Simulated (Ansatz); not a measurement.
Consider the ligand exchange at the Si–C bond: `F[SiH2]C[SiH2]Cl` + acetic acid → `CC(=O)O[SiH2]F` + `C[SiH2]Cl`.

Gas-phase electronic energies from Ansatz, PBE0-D4/def2-TZVP geometries. CCSD(T)/CBS adds triple-zeta CCSD(T) − MP2 to the extrapolated MP2 energy (def2 sets, frozen cores). DFT in def2-TZVPP. B3LYP here is the variant with VWN-RPA as its local correlation; programs differ in this. Each species was taken in one conformer, which may not be the lowest.

```json
{"species": "`F[SiH2]C[SiH2]Cl`", "B3LYP-D4 energy (Eh)": "-1181.04373"}
{"species": "`CC(=O)O`", "B3LYP-D4 energy (Eh)": "-229.19806"}
{"species": "`CC(=O)O[SiH2]F`", "B3LYP-D4 energy (Eh)": "-619.32036"}
{"species": "`C[SiH2]Cl`", "B3LYP-D4 energy (Eh)": "-790.95523"}
```

(1) Work out ΔE.

Largest T1 diagnostic among the species: 0.015.

## Answers

(1) ΔE = (-619.32036) + (-790.95523) − (-1181.04373) − (-229.19806) = -0.03380 Eh = -88.7 kJ/mol. CCSD(T)/CBS gives -89.4 kJ/mol.

At CCSD(T), def2-SVP lies +6.5 kJ/mol from the extrapolated value and def2-TZVPP −0.3 kJ/mol. From BLYP to BHLYP (50 % exact exchange), in def2-TZVPP and without D4, ΔE moves by −7.6 kJ/mol. In def2-TZVPP, CCSD(T) changes the Hartree–Fock value by +11.1 kJ/mol (the triples alone add +1.1 kJ/mol) and MP2 by +10.7 kJ/mol.
